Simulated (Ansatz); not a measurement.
# CdF2: the cost of one run

Computed with Ansatz 0.2.0 (DFT PBE+D3(BJ), scalar-relativistic, plane waves, PAW, unless a step's input says otherwise).

1 further run of the same task is left out (set aside as unsound or not needed).

## (1) The system as given

The structure is cubic, space group Fm-3m (No. 225). The conventional cell has a = 5.444 Å, b = 5.444 Å, c = 5.444 Å, α = 90.00°, β = 90.00°, γ = 90.00°. Cd (site symmetry m-3m) is surrounded by 8 F at 2.36 Å. F (site symmetry -43m) has 4 Cd at 2.36 Å in its first shell of neighbours.

Coordinates:

```xyz
3
Lattice="0.0000 2.7222 2.7222 2.7222 0.0000 2.7222 2.7222 2.7222 0.0000" Properties=species:S:1:pos:R:3 pbc="T T T"
Cd    0.0000    0.0000    0.0000
F     1.3611    1.3611    1.3611
F     4.0834    4.0834    4.0834
```

This cell was relaxed beforehand with the same method: volume 13.45 Å³/atom, gap on the mesh 2.99 eV.

## (2) Electronic structure at the relaxed geometry

The input, input.yaml:

```yaml
crystal:
  lattice:
    - [0.0, 2.7222408726, 2.7222408726]
    - [2.7222408726, 0.0, 2.7222408726]
    - [2.7222408726, 2.7222408726, 0.0]
  atoms:
    - { symbol: Cd, position: [0.0, 0.0, 0.0] }
    - { symbol: F, position: [0.25, 0.25, 0.25] }
    - { symbol: F, position: [0.75, 0.75, 0.75] }
basis:
  ecutwfc: 420
kpoints:
  mp_grid: { grid: [8, 8, 8] }
  band_path:
    path:
      - [[0.0, 0.0, 0.0], [0.5, 0.0, 0.5], [0.625, 0.25, 0.625]]
      - [[0.375, 0.375, 0.75], [0.0, 0.0, 0.0], [0.5, 0.5, 0.5], [0.5, 0.25, 0.75], [0.5, 0.0, 0.5]]
    npoints: 14
hamiltonian:
  xc: pbe
  dispersion: d3bj
scf:
  occupations: { method: gaussian, width: 0.02 }
  n_extra_bands: 7
output:
  forces: true
  stress: true
  eigenvalues: true
  populations: true
  dos: { projected: true, de: 0.02, nscf_kmesh: { grid: [12, 12, 12] } }
  bader: true
  write_density: true
  write_potential: true
  elf: true
  volumetric_format: npy
```

On the command line:

```bash
> ansatz run input.yaml --threads 1 --pin off --max-ram 2560MiB --backend cpu --events-out ev --progress --plain --runs-dir out
```

What time and memory should one allow on 1 thread of Arm Neoverse V2, shared host?

About 18 s, with a peak of 0.3 GiB.
